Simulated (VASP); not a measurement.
A run of VASP 6.6.1 is set up as follows.

INCAR

```
  ALGO = Normal
  EDIFF = 1E-7
  ENCUT = 520
  GGA = PS
  ISIF = 2
  ISMEAR = 0
  ISPIN = 2
  LASPH = T
  LCHARG = T
  LDAU = T
  LDAUJ = 0 0
  LDAUL = 3 -1
  LDAUPRINT = 1
  LDAUTYPE = 2
  LDAUU = 5 0
  LELF = T
  LMAXMIX = 6
  LORBIT = 11
  LREAL = F
  LVHAR = T
  LWAVE = F
  MAGMOM = 7 -3.5 0 0
  NELM = 100
  PREC = Accurate
  SIGMA = 0.05
```

The input KPOINTS:

```
k-points
0
Gamma
  6 6 6
```

File POSCAR:

```
GdO
1.0
    2.7000000000      2.7000000000      5.4000000000
    2.7000000000     -2.7000000000      0.0000000000
    2.7000000000      2.7000000000      0.0000000000
Gd O
2 2
Direct
    0.0000000000      0.0000000000      0.0000000000
    0.5000000000      0.5000000000      0.0000000000
    0.2500000000      0.0000000000      0.2500000000
    0.7500000000      0.5000000000      0.2500000000
```

Potentials or basis: VASP PAW PBE potentials, release 64 (Gd, O).

The run is started by

```sh
$ cat potpaw_PBE.64/Gd/POTCAR potpaw_PBE.64/O/POTCAR > POTCAR
$ mpirun -np 1 vasp_std > vasp.out
```

Problem. Predict the site moments.

Solution. Gd +7.08, -6.62; O +0.04 μB.

Problem. Estimate the net moment.

Solution. 1.80 μB per cell.

Problem. Predict the pressure.

Solution. -4.0 GPa.

Eigenvalues of the final occupation matrices:
```
    site  spin  trace                         eigenvalues
site 1 f     1   6.94  0.99 0.99 0.99 0.99 0.99 0.99 1.00
site 1 f     2   0.03  0.00 0.00 0.00 0.00 0.00 0.00 0.01
site 2 f     1   0.09  0.01 0.01 0.01 0.01 0.01 0.01 0.06
site 2 f     2   6.94  0.99 0.99 0.99 0.99 0.99 0.99 0.99
```

Caveat: the PAW data sets were made with another functional, which shifts forces and pressure a little; spin-orbit coupling is left out, which moves the levels of the heavy elements. The state reached can hang on the start; a lower one may exist.
